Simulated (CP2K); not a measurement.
Runs of CP2K 2026.2 on N. The structure is hexagonal, space group P6_3/mmc (No. 194). The conventional cell has a = 4.167 Å, b = 4.167 Å, c = 7.006 Å, α = 90.00°, β = 90.00°, γ = 120.00°. N (site symmetry 3m) is surrounded by 1 N at 1.11 Å. 

```csv
level,cutoff radius of the dispersion sum (A),cutoff of the non-local correlation (Ry),gap on the mesh (eV),pressure (GPa),largest force (eV/Å)
PBEsol+D3,20,-,7.09,0.3,0.43
PBEsol+D4,20,-,7.09,(a),0.43
PBEsol,-,-,7.09,0.6,0.43
PBEsol+D3(BJ)+ATM,20,-,7.09,0.3,0.43
PBEsol+rVV10,-,300,7.09,0.5,0.45
PBEsol+D3(BJ),20,-,7.09,0.3,0.43
```

Alike in all rows: task single point; potentials or basis POTENTIAL_UZH N GTH-PBE-q5; TZVP-MOLOPT-PBE-GTH basis; no spin polarisation; cell as given; k mesh 7 × 7 × 4; smearing fermi-dirac 0.05 eV.

Question: Fill in the values left out.

Answer: (a) 0.4.

Caveats: the potentials were made for another functional, which shifts forces and pressure; an odd mesh through Γ misses points on the zone boundary, where band edges often lie; the basis of atomic orbitals isn't converged, which shifts pressures, moduli and gaps.
